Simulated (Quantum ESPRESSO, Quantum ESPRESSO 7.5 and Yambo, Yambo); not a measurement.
**Quasiparticle gap of CdTe (F-43m) in Yambo**

Wanted: ground state, empty states, screening and self-energy for CdTe (F-43m).

Method: PBE and many-body steps on it, plane waves, in Quantum ESPRESSO 7.5 and Yambo 5.3.0.

The database entry behind the starting cell differs from later determinations by our own check (an axis about 1.1 % short against later determinations), so it need not match the best structure at ambient conditions.

### 1. The structure

It takes space group F-43m (No. 216, cubic). Conventional cell: a = 6.410 Å, b = 6.410 Å, c = 6.410 Å, α = 90.00°, β = 90.00°, γ = 90.00°. Nearest to Cd lie 4 Te at 2.78 Å. Nearest to Te lie 4 Cd at 2.78 Å. Farther neighbours and most contacts between anions are not listed.

The cell and positions come from the Crystallography Open Database and are kept as given unless a step says otherwise. Spin-orbit coupling is left out unless a step names it.

### 2. Ground state

This step: Quantum ESPRESSO 7.5; DFT, PBE, plane waves, norm-conserving pseudopotentials.

The ground-state density comes first.

Input file pw.in:

```
&control
  calculation = 'scf'
  prefix = 'x'
  outdir = 'o'
  pseudo_dir = 'pseudo'
/
&system
  ibrav = 0
  nat = 2
  ntyp = 2
  ecutwfc = 94.0
  nbnd = 27
  force_symmorphic = .true.
/
&electrons
  conv_thr = 1e-10
  electron_maxstep = 80
  mixing_beta = 0.5
/
ATOMIC_SPECIES
  Cd 112.41 Cd.upf
  Te 127.6 Te.upf
CELL_PARAMETERS angstrom
  -0.0000000000 3.2050000000 3.2050000000
  3.2050000000 -0.0000000000 3.2050000000
  3.2050000000 3.2050000000 -0.0000000000
ATOMIC_POSITIONS crystal
  Cd 0.0000000000 0.0000000000 0.0000000000
  Te 0.2500000000 0.2500000000 0.2500000000
K_POINTS automatic
  6 6 6 0 0 0
```

On the command line:

```sh
$ OMP_NUM_THREADS=1 mpirun -n 4 pw.x -nk 4 -in pw.in > pw.out
```

What it wrote:

```text
Program PWSCF v.7.5 starts

     This program is part of the open-source Quantum ESPRESSO suite
     for quantum simulation of materials; please cite
         "P. Giannozzi et al., J. Phys.:Condens. Matter 21 395502 (2009);
         "P. Giannozzi et al., J. Phys.:Condens. Matter 29 465901 (2017);
         "P. Giannozzi et al., J. Chem. Phys. 152 154105 (2020);
     in publications or presentations arising from this work. More details at
     Message from routine setup:
     using ibrav=0 with symmetry is DISCOURAGED, use correct ibrav instead

     G-vector sticks info

     bravais-lattice index     =            0
     lattice parameter (alat)  =       8.5653  a.u.
     unit-cell volume          =     444.3352 (a.u.)^3
     number of atoms/cell      =            2
     number of atomic types    =            2
     number of electrons       =        44.00
     number of Kohn-Sham states=           27
     kinetic-energy cutoff     =      94.0000  Ry
     charge density cutoff     =     376.0000  Ry
     scf convergence threshold =      1.0E-10
     mixing beta               =       0.5000
     number of iterations used =            8  plain     mixing
     Exchange-correlation= PBE
                           (   1   4   3   4   0   0   0)

     celldm(1)=   8.565287  celldm(2)=   0.000000  celldm(3)=   0.000000
     celldm(4)=   0.000000  celldm(5)=   0.000000  celldm(6)=   0.000000

     crystal axes: (cart. coord. in units of alat)
               a(1) = (  -0.000000   0.707107   0.707107 )
               a(2) = (   0.707107  -0.000000   0.707107 )
               a(3) = (   0.707107   0.707107  -0.000000 )

     reciprocal axes: (cart. coord. in units 2 pi/alat)
               b(1) = ( -0.707107  0.707107  0.707107 )
               b(2) = (  0.707107 -0.707107  0.707107 )
               b(3) = (  0.707107  0.707107 -0.707107 )
     Pseudo is Norm-conserving + core correction, Zval = 20.0
     Generated using ONCVPSP code by D. R. Hamann
     Using radial grid of 1368 points,  6 beta functions with:
     Pseudo is Norm-conserving + core correction, Zval = 24.0
     Generated using ONCVPSP code by D. R. Hamann
     Using radial grid of 1294 points,  8 beta functions with:
     Cd               20.00   112.41000     Cd( 1.00)
     Te               24.00   127.60000     Te( 1.00)

     24 Sym. Ops. (no inversion) found

   Cartesian axes

     site n.     atom                  positions (alat units)
         1        Cd     tau(   1) = (   0.0000000   0.0000000   0.0000000  )
         2        Te     tau(   2) = (   0.3535534   0.3535534   0.3535534  )

     number of k points=    16
                       cart. coord. in units 2pi/alat
        k(    1) = (   0.0000000   0.0000000   0.0000000), wk =   0.0092593
        k(    2) = (   0.1178511   0.1178511  -0.1178511), wk =   0.0740741
        k(    3) = (   0.2357023   0.2357023  -0.2357023), wk =   0.0740741
        k(    4) = (  -0.3535534  -0.3535534   0.3535534), wk =   0.0370370
        k(    5) = (   0.2357023   0.0000000  -0.0000000), wk =   0.0555556
        k(    6) = (   0.3535534   0.1178511  -0.1178511), wk =   0.2222222
        k(    7) = (  -0.2357023  -0.4714045   0.4714045), wk =   0.2222222
        k(    8) = (  -0.1178511  -0.3535534   0.3535534), wk =   0.2222222
        k(    9) = (   0.0000000  -0.2357023   0.2357023), wk =   0.1111111
        k(   10) = (   0.4714045   0.0000000  -0.0000000), wk =   0.0555556
     [... 4 further rows ...]
        k(   15) = (  -0.1178511  -0.3535534   0.5892557), wk =   0.2222222
        k(   16) = (  -0.7071068   0.2357023   0.0000000), wk =   0.1111111

     Dense  grid:    54769 G-vectors     FFT dimensions: (  54,  54,  54)

     Initial potential from superposition of free atoms

     starting charge      43.9996, renormalised to      44.0000
     Starting wfcs are   23 randomized atomic wfcs +    4 random wfcs

     per-process dynamical memory:    46.8 Mb

     Self-consistent Calculation

     iteration #  1     ecut=    94.00 Ry     beta= 0.50

     Threshold (ethr) on eigenvalues was too large:
     Diagonalizing with lowered threshold

     total energy              =    -911.70974176 Ry
     estimated scf accuracy    <       0.05366683 Ry

     iteration #  2     ecut=    94.00 Ry     beta= 0.50

     total energy              =    -911.72225885 Ry
     estimated scf accuracy    <       0.00635684 Ry

     iteration #  3     ecut=    94.00 Ry     beta= 0.50

     total energy              =    -911.72317773 Ry
     estimated scf accuracy    <       0.00077282 Ry

     iteration #  4     ecut=    94.00 Ry     beta= 0.50

     total energy              =    -911.72324100 Ry
     estimated scf accuracy    <       0.00003868 Ry

     iteration #  5     ecut=    94.00 Ry     beta= 0.50

     total energy              =    -911.72324692 Ry
     estimated scf accuracy    <       0.00000210 Ry

     iteration #  6     ecut=    94.00 Ry     beta= 0.50

     total energy              =    -911.72324753 Ry
     estimated scf accuracy    <       0.00000019 Ry

     iteration #  7     ecut=    94.00 Ry     beta= 0.50

     total energy              =    -911.72324758 Ry
     estimated scf accuracy    <       0.00000004 Ry

     iteration #  8     ecut=    94.00 Ry     beta= 0.50

     total energy              =    -911.72324759 Ry
     estimated scf accuracy    <          1.3E-09 Ry

     iteration #  9     ecut=    94.00 Ry     beta= 0.50

     End of self-consistent calculation

          k = 0.0000 0.0000 0.0000 (  6855 PWs)   bands (ev):

  -150.0291-100.0567-100.0567-100.0567 -93.4912 -54.5465 -54.5465 -54.5465
   -27.3358 -27.3358 -27.3358 -27.3269 -27.3269  -2.6007   0.3688   0.3688
     0.3688   0.6540   0.6540   8.7674   8.7674   8.7674   9.6374  13.3640
    13.3640  13.3640  16.2716

          k = 0.1179 0.1179-0.1179 (  6825 PWs)   bands (ev):

  -150.0291-100.0567-100.0567-100.0567 -93.4912 -54.5465 -54.5464 -54.5464
   -27.3358 -27.3357 -27.3357 -27.3267 -27.3267  -2.4931   0.3894   0.3894
     0.4553   0.6527   0.6527   6.9900   8.5239   8.5239  10.7061  13.5184
    13.7176  13.7176  17.3177

          k = 0.2357 0.2357-0.2357 (  6814 PWs)   bands (ev):

  -150.0291-100.0567-100.0567-100.0567 -93.4912 -54.5465 -54.5464 -54.5464
   -27.3359 -27.3356 -27.3356 -27.3266 -27.3266  -2.2777   0.4247   0.4247
     0.6571   0.6571   0.7547   5.0584   8.1193   8.1193  10.7398  14.0060
    14.0060  15.1200  16.8427

          k =-0.3536-0.3536 0.3536 (  6850 PWs)   bands (ev):

     [... further k-points ...]

     highest occupied, lowest unoccupied level (ev):     8.7674    9.6374

!    total energy              =    -911.72324759 Ry
     estimated scf accuracy    <          4.0E-11 Ry

     The total energy is the sum of the following terms:
     one-electron contribution =    -695.46529858 Ry
     hartree contribution      =     337.55205627 Ry
     xc contribution           =    -120.83540208 Ry
     ewald contribution        =    -432.97460320 Ry

     convergence has been achieved in   9 iterations

     XML data file, charge density, pseudopotentials, collected wavefunctions

=------------------------------------------------------------------------------=
   JOB DONE.
=------------------------------------------------------------------------------=
```

Run time: 18 s. Hardware: 4 MPI ranks of Arm Neoverse V1, shared host; peak memory 0.39 GiB; 71 s of CPU time.

This step gave:

* total energy: -12404.6267 eV
* gap: 0.8701 eV
* k of the valence top: 0, 0, 0
* k of the conduction bottom: 0, 0, 0
* least direct gap: 0.8701 eV

The gap is direct, at Γ.

### 3. Bands along the symmetry lines

Levels along a band path, at the cheap level, show where the edges lie and whether the meshes to come will hold them.

Input file pw.in:

```
&control
  calculation = 'bands'
  prefix = 'x'
  outdir = 'o'
  pseudo_dir = 'pseudo'
/
&system
  ibrav = 0
  nat = 2
  ntyp = 2
  ecutwfc = 94.0
  nbnd = 28
  force_symmorphic = .true.
/
&electrons
  conv_thr = 1e-9
  electron_maxstep = 80
  diago_full_acc = .true.
  diago_thr_init = 5e-6
/
ATOMIC_SPECIES
  Cd 112.41 Cd.upf
  Te 127.6 Te.upf
CELL_PARAMETERS angstrom
  -0.0000000000 3.2050000000 3.2050000000
  3.2050000000 -0.0000000000 3.2050000000
  3.2050000000 3.2050000000 -0.0000000000
ATOMIC_POSITIONS crystal
  Cd 0.0000000000 0.0000000000 0.0000000000
  Te 0.2500000000 0.2500000000 0.2500000000
K_POINTS crystal
  50
  0.00000000 0.00000000 0.00000000 1
  -0.06250000 -0.06250000 0.00000000 1
  -0.12500000 -0.12500000 0.00000000 1
  -0.18750000 -0.18750000 0.00000000 1
  -0.25000000 -0.25000000 0.00000000 1
  -0.31250000 -0.31250000 0.00000000 1
  -0.37500000 -0.37500000 0.00000000 1
  -0.43750000 -0.43750000 0.00000000 1
  -0.50000000 -0.50000000 0.00000000 1
  -0.48437500 -0.48437500 0.03125000 1
  -0.46875000 -0.46875000 0.06250000 1
  -0.45312500 -0.45312500 0.09375000 1
  -0.43750000 -0.43750000 0.12500000 1
  -0.42187500 -0.42187500 0.15625000 1
  -0.40625000 -0.40625000 0.18750000 1
  -0.39062500 -0.39062500 0.21875000 1
  -0.37500000 -0.37500000 0.25000000 1
  -0.37500000 0.00000000 0.37500000 1
  -0.32812500 0.00000000 0.32812500 1
  -0.28125000 0.00000000 0.28125000 1
  -0.23437500 0.00000000 0.23437500 1
  -0.18750000 0.00000000 0.18750000 1
  -0.14062500 0.00000000 0.14062500 1
  -0.09375000 0.00000000 0.09375000 1
  -0.04687500 0.00000000 0.04687500 1
  0.00000000 0.00000000 0.00000000 1
  0.00000000 0.00000000 0.06250000 1
  0.00000000 0.00000000 0.12500000 1
  0.00000000 0.00000000 0.18750000 1
  0.00000000 0.00000000 0.25000000 1
  0.00000000 0.00000000 0.31250000 1
  0.00000000 0.00000000 0.37500000 1
  0.00000000 0.00000000 0.43750000 1
  0.00000000 0.00000000 0.50000000 1
  -0.06250000 -0.03125000 0.46875000 1
  -0.12500000 -0.06250000 0.43750000 1
  -0.18750000 -0.09375000 0.40625000 1
  -0.25000000 -0.12500000 0.37500000 1
  -0.31250000 -0.15625000 0.34375000 1
  -0.37500000 -0.18750000 0.31250000 1
  -0.43750000 -0.21875000 0.28125000 1
  -0.50000000 -0.25000000 0.25000000 1
  -0.50000000 -0.28125000 0.21875000 1
  -0.50000000 -0.31250000 0.18750000 1
  -0.50000000 -0.34375000 0.15625000 1
  -0.50000000 -0.37500000 0.12500000 1
  -0.50000000 -0.40625000 0.09375000 1
  -0.50000000 -0.43750000 0.06250000 1
  -0.50000000 -0.46875000 0.03125000 1
  -0.50000000 -0.50000000 0.00000000 1
```

What it wrote:

```text
[banner, memory and clock lines left out]
Program PWSCF v.7.5 starts

     Atomic positions and unit cell read from directory:
     o/x.save/

     Message from routine setup:
     using ibrav=0 with symmetry is DISCOURAGED, use correct ibrav instead

     G-vector sticks info

     bravais-lattice index     =            0
     lattice parameter (alat)  =       8.5653  a.u.
     unit-cell volume          =     444.3352 (a.u.)^3
     number of atoms/cell      =            2
     number of atomic types    =            2
     number of electrons       =        44.00
     number of Kohn-Sham states=           28
     kinetic-energy cutoff     =      94.0000  Ry
     charge density cutoff     =     376.0000  Ry
     Exchange-correlation= PBE
                           (   1   4   3   4   0   0   0)

     celldm(1)=   8.565287  celldm(2)=   0.000000  celldm(3)=   0.000000
     celldm(4)=   0.000000  celldm(5)=   0.000000  celldm(6)=   0.000000

     crystal axes: (cart. coord. in units of alat)
               a(1) = (  -0.000000   0.707107   0.707107 )
               a(2) = (   0.707107  -0.000000   0.707107 )
               a(3) = (   0.707107   0.707107  -0.000000 )

     reciprocal axes: (cart. coord. in units 2 pi/alat)
               b(1) = ( -0.707107  0.707107  0.707107 )
               b(2) = (  0.707107 -0.707107  0.707107 )
               b(3) = (  0.707107  0.707107 -0.707107 )
     Pseudo is Norm-conserving + core correction, Zval = 20.0
     Generated using ONCVPSP code by D. R. Hamann
     Using radial grid of 1368 points,  6 beta functions with:
     Pseudo is Norm-conserving + core correction, Zval = 24.0
     Generated using ONCVPSP code by D. R. Hamann
     Using radial grid of 1294 points,  8 beta functions with:
     Cd               20.00   112.41000     Cd( 1.00)
     Te               24.00   127.60000     Te( 1.00)

     24 Sym. Ops. (no inversion) found

   Cartesian axes

     site n.     atom                  positions (alat units)
         1        Cd     tau(   1) = (   0.0000000   0.0000000   0.0000000  )
         2        Te     tau(   2) = (   0.3535534   0.3535534   0.3535534  )

     number of k points=    50
                       cart. coord. in units 2pi/alat
        k(    1) = (   0.0000000   0.0000000   0.0000000), wk =   0.0400000
        k(    2) = (   0.0000000   0.0000000  -0.0883883), wk =   0.0400000
        k(    3) = (   0.0000000   0.0000000  -0.1767767), wk =   0.0400000
[...]
[... 38 further rows ...]
        k(   49) = (   0.0441942  -0.0000000  -0.7071068), wk =   0.0400000
        k(   50) = (   0.0000000   0.0000000  -0.7071068), wk =   0.0400000

     Dense  grid:    54769 G-vectors     FFT dimensions: (  54,  54,  54)

     The potential is recalculated from file :
     o/x.save/charge-density

     Starting wfcs are   23 randomized atomic wfcs +    5 random wfcs

     Band Structure Calculation

     End of band structure calculation

          k = 0.0000 0.0000 0.0000 (  6855 PWs)   bands (ev):

  -150.0291-100.0567-100.0567-100.0567 -93.4913 -54.5465 -54.5465 -54.5465
   -27.3358 -27.3358 -27.3358 -27.3268 -27.3268  -2.6007   0.3688   0.3688
     0.3688   0.6540   0.6540   8.7674   8.7674   8.7674   9.6374  13.3640
    13.3640  13.3640  16.2717  18.3045

          k = 0.0000 0.0000-0.0884 (  6831 PWs)   bands (ev):

  -150.0291-100.0567-100.0567-100.0567 -93.4913 -54.5465 -54.5465 -54.5465
   -27.3358 -27.3357 -27.3357 -27.3268 -27.3268  -2.5790   0.3750   0.3750
[...]
13.5251  13.5251  16.5742  17.4804

          k = 0.0000 0.0000-0.1768 (  6839 PWs)   bands (ev):

  -150.0291-100.0567-100.0567-100.0567 -93.4913 -54.5465 -54.5465 -54.5465
[...]
13.9615  13.9616  16.4498  17.4212

          k =-0.0000 0.0000-0.2652 (  6843 PWs)   bands (ev):

[...]
k = 0.0000 0.0000-0.3536 (  6843 PWs)   bands (ev):

[...]
k = 0.0000-0.0000-0.4419 (  6855 PWs)   bands (ev):

[...]
k =-0.0000 0.0000-0.5303 (  6866 PWs)   bands (ev):

[...]
k = 0.0000-0.0000-0.6187 (  6842 PWs)   bands (ev):

[...]
k = 0.5303-0.0000-0.5303 (  6861 PWs)   bands (ev):

[...]
k = 0.0000 0.0000 0.0000 (  6855 PWs)   bands (ev):

[...]
k = 0.1326 0.0000-0.7071 (  6852 PWs)   bands (ev):

[...]
k = 0.0884-0.0000-0.7071 (  6854 PWs)   bands (ev):

[...]
k = 0.0442-0.0000-0.7071 (  6836 PWs)   bands (ev):

  -150.0291-100.0567-100.0567-100.0567 -93.4913 -54.5466 -54.5466 -54.5466
[...]
17.6036  17.9036  18.1774  19.8078

          k = 0.0000 0.0000-0.7071 (  6838 PWs)   bands (ev):

  -150.0291-100.0567-100.0567-100.0567 -93.4913 -54.5466 -54.5466 -54.5466
   -27.3365 -27.3352 -27.3352 -27.3269 -27.3262  -2.0420   0.5337   0.5502
     0.5502   0.6871   1.1836   4.3052   6.7924   6.7924  11.3093  11.4393
    17.7737  18.0815  18.0815  19.7585

     XML data file, pseudopotentials, collected wavefunctions
```

Run time: 13 s. Hardware: 4 MPI ranks; peak memory 0.31 GiB.

Numbers from this step:

```
gap                        : 0.8701 eV
k of the valence top       : 0, 0, 0
k of the conduction bottom : 0, 0, 0
least direct gap           : 0.8701 eV
```

The gap is 0.870 eV, as in the run before at this level.

The electronic bands at the labelled points (eV, zero at the top of the highest filled band):

```csv
point,band 19,band 20,band 21,band 22,band 23,band 24,band 25,band 26
Γ,-8.11,0.00,0.00,0.00,0.87,4.60,4.60,4.60
halfway,-8.09,-2.72,-1.15,-1.15,2.98,3.34,6.55,6.55
X,-7.58,-4.46,-1.98,-1.98,2.54,2.67,9.01,9.31
halfway,-7.56,-4.43,-2.28,-1.89,2.67,3.24,8.22,8.61
U,-7.53,-4.36,-2.70,-1.64,2.88,4.57,7.42,7.55
jump to K,-7.53,-4.36,-2.70,-1.64,2.88,4.57,7.42,7.55
halfway,-8.05,-3.10,-1.58,-0.48,2.92,4.92,5.33,5.45
Γ,-8.11,0.00,0.00,0.00,0.87,4.60,4.60,4.60
halfway,-8.11,-2.81,-0.46,-0.46,2.05,5.17,5.17,5.43
L,-7.73,-4.61,-0.82,-0.82,1.86,5.20,5.20,7.09
halfway,-7.63,-4.40,-2.17,-1.34,3.31,4.57,6.04,7.29
W,-7.49,-4.34,-2.45,-2.33,4.37,4.68,5.61,6.30
halfway,-7.54,-4.40,-2.22,-2.16,3.27,3.35,7.56,7.65
X,-7.58,-4.46,-1.98,-1.98,2.54,2.67,9.01,9.31
```

The electronic bands as a text plot (rows in eV, shown from -8.0 to 6.9 only):

```
    6.5 |     ++           +                   +         ++++
    5.9 |    +              ++++             ++      ++++  +
    5.3 |  ++              ++++++++++      ++++++++++    ++
    4.7 |++               +     ++++++++++++        ++++++++
    4.1 |  ++            +                              +++++
    3.4 |    +++++     ++   ++++                      ++     +
    2.8 |    +++++++++++++++    +++                  +        +++
    2.2 |  ++                      ++      +++++  +++
    1.6 | +                          +   ++     ++
    1.0 |+                            +++
    0.4 |
   -0.3 |****                   *************
   -0.9 |    ***            **** **  *       *********
   -1.5 |  **   ***      ***    *  **    **         ****
   -2.1 |    *     ******     ** **        *          * *********
   -2.7 |     **         *****              *          *****
   -3.4 |       **              *            **
   -4.0 |         *        *****               *
   -4.6 |          ********                     *****************
   -5.2 |
   -5.8 |
   -6.5 |
   -7.1 |
   -7.7 |       ****************               ******************
         Γ           X  U|K            Γ         L        W     X
```

[end of part 1 of 2]

[Paths, hosts, dates, memory and timing lines, banners, echoed tables and standing remarks are left out of the program output.]

[Logs are printed without paths, hosts, clocks, repeated set-up lines and the standing remarks that a program may print on its own settings, such as how far it seeks lower states.]

[Runs of the session that timed out or met a known fault of the program may be left out.]

[Hosts, paths, dates, database ids (printed as entryN), source tags and the programs' standing remarks are cut or masked in the printed files.]
